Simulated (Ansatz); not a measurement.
A run of Ansatz 0.2.0 is set up as follows.

Contents of input.yaml:

```yaml
crystal:
  lattice:
    - [0.0, 2.6045, 2.6045]
    - [2.6045, 0.0, 2.6045]
    - [2.6045, 2.6045, 0.0]
  atoms:
    - { symbol: Mn, position: [0.0, 0.0, 0.0], spin: 4.0 }
    - { symbol: S, position: [0.5, 0.5, 0.5] }
hamiltonian:
  xc: pbe
  pseudopotentials: { kind: paw }
magnetization:
  spin_polarized: true
kpoints:
  mp_grid: { grid: [9, 9, 9] }
scf:
  occupations: { method: fermi_dirac, width: 0.05 }
output:
  forces: true
  stress: true
  eigenvalues: true
```

Potentials or basis: Ansatz PAW.

Command:

```bash
$ ansatz run input.yaml --threads 1 --pin off --max-ram 2560MiB --backend cpu --events-out ev --progress --plain --runs-dir out
```

Q: Predict the net moment.

A: 4.71 μB per cell.

Q: What does it give for the band gap on the k mesh?

A: None (metal or under the smearing width).

Caveat: a cell with one magnetic atom can't hold antiferromagnetic order, which such compounds often take; semilocal functionals often make such compounds metallic where correlation or magnetic order opens a gap, which also shifts bond lengths. With open d or f shells a metallic result of PBE can be an artefact of self-interaction; +U or a hybrid may open a gap.
